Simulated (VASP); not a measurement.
## A VASP 6.6.1 single-point calculation on BaO

INCAR

```
LREAL = .FALSE.
ISIF = 2
LASPH = .TRUE.
NELM = 82
IBRION = -1
ENCUT = 520
EDIFF = 1E-7
PREC = Accurate
NSW = 0
NBANDS = 15
SIGMA = 0.02
LCHARG = .FALSE.
ISMEAR = -1
TIME = 2
ALGO = Damped
GGA = PE
LWAVE = .FALSE.
```

KPOINTS

```
KPOINTS created by Atomic Simulation Environment
0
Gamma
8 8 8
0 0 0
```

POSCAR

```
Ba O
 1.0000000000000000
     0.0000000000000000    2.8551009619999999    2.8551009619999999
     2.8551009619999999    0.0000000000000000    2.8551009619999999
     2.8551009619999999    2.8551009619999999    0.0000000000000000
 Ba  O
   1   1
Cartesian
  0.0000000000000000  0.0000000000000000  0.0000000000000000
  2.8551009619999999  2.8551009619999999  2.8551009619999999
```

The recommended PBE PAW datasets give the neutral cell 16 valence electrons.

Command

```
mpirun -np 1 vasp_std
```

Question: How does this run end, and what does it give?

Answer: It didn't converge.

OSZICAR

```
N       E                     dE             d eps       ncg     rms           ort
DAV:   1     0.140202988335E+03    0.14020E+03   -0.80141E+03   435   0.103E+03
DAV:   2     0.815501419161E+01   -0.13205E+03   -0.11614E+03   435   0.247E+02
DAV:   3    -0.120639271495E+02   -0.20219E+02   -0.18804E+02   435   0.102E+02
DAV:   4    -0.140832552060E+02   -0.20193E+01   -0.19561E+01   435   0.345E+01
DAV:   5    -0.143487385895E+02   -0.26548E+00   -0.25886E+00   435   0.114E+01
SDA:   6    -0.527286688087E+01    0.90759E+01   -0.65257E+02   435   0.326E+02   0.000E+00
DMP:   7     0.137800259387E+03    0.14307E+03   -0.71136E+03   435   0.356E+03  -0.907E+02
DMP:   8     0.146708093237E+03    0.89078E+01   -0.50879E+03   435   0.254E+03  -0.120E+03
DMP:   9     0.285421816469E+03    0.13871E+03   -0.12282E+04   435   0.614E+03  -0.263E+03
DMP:  10     0.269778131828E+03   -0.15644E+02   -0.10046E+04   435   0.502E+03  -0.212E+03
...
DMP:  74     0.172980872379E+03   -0.79175E+02   -0.73746E+03   435   0.369E+03  -0.252E+03
DMP:  75     0.252748605773E+03    0.79768E+02   -0.11295E+04   435   0.565E+03  -0.384E+03
DMP:  76     0.169013840046E+03   -0.83735E+02   -0.63750E+03   435   0.319E+03  -0.193E+03
DMP:  77     0.256642338255E+03    0.87628E+02   -0.11236E+04   435   0.562E+03  -0.378E+03
DMP:  78     0.176255111762E+03   -0.80387E+02   -0.64882E+03   435   0.324E+03  -0.215E+03
DMP:  79     0.254867475503E+03    0.78612E+02   -0.11418E+04   435   0.571E+03  -0.392E+03
DMP:  80     0.169985066835E+03   -0.84882E+02   -0.63926E+03   435   0.320E+03  -0.202E+03
DMP:  81     0.248222256683E+03    0.78237E+02   -0.11382E+04   435   0.569E+03  -0.391E+03
DMP:  82     0.172815863420E+03   -0.75406E+02   -0.70247E+03   435   0.351E+03  -0.231E+03
   1 F= 0.17281586E+03 E0= 0.17282019E+03  d E =-.864896E-02
```

Standard output (part)

```
POSCAR found type information on POSCAR BaO
 POSCAR found :  2 types and       2 ions
 LDA part: xc-table for (Slater+PW92), standard interpolation
 POSCAR, INCAR and KPOINTS ok, starting setup
 WAVECAR not read
 entering main loop
 final diagonalization occupied
|     The electronic self-consistency was not achieved in the given           |
|     number of steps (NELM). The forces and other quantities evaluated       |
|     might not be reliable so examine the results carefully. If you find     |
|     spurious results, we suggest increasing NELM, if you were close to      |
|     convergence or switching to a different ALGO or adjusting the           |
|     density mixing parameters otherwise.                                    |
```

The fault: damping step far too long.
